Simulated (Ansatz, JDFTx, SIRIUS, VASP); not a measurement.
Equation of state of Mo under PBEsol

The structure is cubic, space group Im-3m (No. 229). Conventional cell: a = 3.168 Å, b = 3.168 Å, c = 3.168 Å, α = 90.00°, β = 90.00°, γ = 90.00°. Mo (site symmetry m-3m) has 8 Mo at 2.74 Å as nearest neighbours.

The cell was scaled at fixed shape and fractions and run with Ansatz, PseudoDojo PBEsol stringent, cutoff 1088 eV; PBEsol, k mesh 12 × 12 × 12 on the cell of 1 atom, fermi-dirac occupations of 0.05 eV, no spin polarisation, no spin-orbit coupling. Energies are those that the program minimises, any entropy of the smearing included. For a metal such a mesh isn't converged to the digits shown.

| V (Å³/atom) | energy over the lowest row (meV/atom) |
| --- | --- |
| 14.9381 | 9.20 |
| 15.2560 | 0.00 |
| 15.5738 | 2.78 |
| 15.8916 | 16.29 |
| 16.2095 | ? |
| 16.5273 | 71.18 |
| 16.8451 | 110.65 |

**Question.** Fit the third-order Birch-Murnaghan form, give V0, B0 and B′, and predict the energy left open.

**Answer.** With y = (V0/V)^(2/3), E = E0 + (9 V0 B0/16) [(y - 1)³ B′ + (y - 1)² (6 - 4y)]. Least squares through the rows shown give V0 = 15.3365 Å³/atom, E0 = -0.38 meV, B0 = 283.1 GPa (1 eV/Å³ = 160.218 GPa) and B′ = 4.31, with a largest miss of 0.01 meV. At V = 16.2095 the form with these constants gives 39.42 meV; the run gave 39.42 meV an atom. Other set-ups at this level, from all their volumes (Å³/atom, GPa): JDFTx, PseudoDojo-SR-PBEsol-0.4.1-standard: V0 15.342, B0 282.8; Ansatz, all-electron LAPW, scalar-relativistic: V0 15.319, B0 283.3; SIRIUS, all-electron FP-LAPW, apw+lo standard: V0 15.309, B0 282; VASP, PBE PAW files Mo_sv, 520 eV (made for PBE): V0 15.353, B0 283.5. Measured volume: 15.59 Å³/atom (pmc:5456621, doi:10.3390/ma9100834), so the fit lies -1.6 % from it. The runs are for a static lattice.

The fit describes a stiff, compact metal, and the reason lies in the filling of the d band. Molybdenum, in group 6, has a roughly half-filled d band, so bonding states are largely occupied and antibonding ones largely empty. This gives strong cohesion, a small atomic volume and a high bulk modulus. The positive B′ reflects the usual anharmonicity: compression costs more than an equal expansion, as repulsion and the kinetic energy of the electrons rise steeply.

The equilibrium volume falls 1.6 % below the measured one, while the other set-ups, all-electron ones included, lie much closer to the fit than to experiment. This suggests that the offset comes mainly from slight overbinding by PBEsol, not from the pseudopotential. The bulk modulus is likewise above the accepted experimental value, as expected for a lattice that is too compact.

The recovered energy confirms a smooth interpolation, but with most volumes on the expanded side of the minimum, the fit is no firm basis for extrapolation to strong compression.
